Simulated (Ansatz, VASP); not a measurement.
**AlN: VASP beside Ansatz**

Contents of POSCAR:

```
AlN
1.0
    3.1066653383      0.0000000000      0.0000000000
   -1.5533326691      2.6904511040      0.0000000000
    0.0000000000      0.0000000000      4.7792686492
Al N
2 2
Direct
    0.3333333333      0.6666666667      0.0016929024
    0.6666666667      0.3333333333      0.5016929024
    0.3333333333      0.6666666667      0.3833070976
    0.6666666667      0.3333333333      0.8833070976
```

File INCAR.step1:

```
PREC = Accurate ; ENCUT = 520
ISMEAR = 0 ; SIGMA = 0.05
LREAL = F ; LASPH = T
NELM = 60 ; NBANDS = 16
GGA = PE ; ALGO = Normal
EDIFF = 1E-4 ; LWAVE = T
LCHARG = F
```

File INCAR.step2:

```
PREC = Accurate ; ENCUT = 520
EDIFF = 1E-6 ; ISMEAR = 0
SIGMA = 0.05 ; LREAL = F
LASPH = T ; NELM = 60
ALGO = Normal ; ISIF = 2
LWAVE = F ; LCHARG = F
METAGGA = R2SCAN ; LMIXTAU = T
NBANDS = 16 ; ISTART = 1
```

KPOINTS

```
Automatic mesh
0
Gamma
  12 12 6
```

Input for Ansatz:

```yaml
crystal:
  lattice:
    - [3.1066653383, 0.0, 0.0]
    - [-1.5533326691, 2.690451104, 0.0]
    - [0.0, 0.0, 4.7792686492]
  atoms:
    - { symbol: Al, position: [0.3333333333, 0.6666666667, 0.0016929024] }
    - { symbol: Al, position: [0.6666666667, 0.3333333333, 0.5016929024] }
    - { symbol: "N", position: [0.3333333333, 0.6666666667, 0.3833070976] }
    - { symbol: "N", position: [0.6666666667, 0.3333333333, 0.8833070976] }
basis:
  ecutwfc: 500
kpoints:
  mp_grid: { grid: [12, 12, 6] }
hamiltonian:
  xc: r2scan
scf:
  occupations: { method: gaussian, width: 0.05 }
output:
  forces: true
  stress: true
  eigenvalues: true
```

Change from the starting cell: strain +0.000 along x and y, -0.040 along z, atoms carried along.

Alike in both runs: task single point; functional r2SCAN; k mesh 12 × 12 × 6; occupations gaussian, width 0.05 eV; no spin polarisation.

|  | VASP | Ansatz |
| --- | --- | --- |
| version | VASP 6.6.1 | Ansatz 0.2.0 |
| potentials or method | VASP PAW PBE potentials, release 64 (Al, N) | scalar-relativistic, plane waves, PAW |
| plane-wave cutoff (eV) | 520 | 500 |
| valence electrons in the cell | 16 | 16 |

```csv
,VASP,Ansatz,Ansatz less VASP
gap on the k mesh at the Fermi level (eV),5.17,5.13,-0.041
least direct gap on the mesh (eV),5.17,5.13,-0.041
pressure (GPa),9.0,9.4,+0.35
largest component of the traceless stress (GPa),12.80,12.60,-0.196
rms of the force components (eV/Å),0.412,0.404,-0.0077
```

Atom by atom the forces differ by 0.008 eV/Å (rms over components). With one functional, cell and mesh, what is left measures potentials, basis and numerics.

Caveats: the PAW data sets were made with another functional, which shifts forces and pressure a little (VASP). A k mesh can miss the band edges.
